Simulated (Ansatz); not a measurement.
# Sn under changes of volume

One of the cells (27.205 Å³/atom); the others are scaled copies at fixed shape and fractional positions:

```
CELL_PARAMETERS angstrom
-1.89465 1.89465 1.89465
1.89465 -1.89465 1.89465
1.89465 1.89465 -1.89465
ATOMIC_POSITIONS crystal
Sn 0.00000 0.00000 0.00000
```

This isn't the form of Sn at room conditions, which is tetragonal (white tin).

* Program: Ansatz 0.2.0
* Functional: LDA
* Potentials or basis: Ansatz PAW
* Cutoff: 420 eV (not typed: the program's choice for these potentials)
* k mesh: 10 × 10 × 10
* Occupations: fermi-dirac, width 0.05 eV
* Spin: no spin polarisation

```tsv
volume (Å³/atom)	energy over the lowest point (meV/atom)	pressure (GPa)
25.573	0.00	-0.6
26.117	3.91	-1.6
26.661	11.21	-2.6
27.205	21.50	-3.4
27.749	34.44	-4.1
28.293	49.74	-4.8
28.837	?	?
```

What does the run at 28.837 Å³/atom give?

Energy over the lowest point 67.11 meV/atom; pressure -5.4 GPa.

Worked out: A Birch-Murnaghan fit of order 3 (a polynomial in V^(-2/3)) to the other rows has its minimum at 25.28 Å³/atom, just outside them, with B0 = V·E''(V) = 56 GPa and B' = 4.6. It gives 67.12 meV/atom at 28.837 Å³/atom, against the run's 67.11, and -dE/dV = -5.4 GPa, against -5.4.

Energies are extrapolated to zero smearing.

Caveats: the PAW data sets come from PBE, with cores solved anew for the run's functional, which leaves a small shift of forces and pressure.
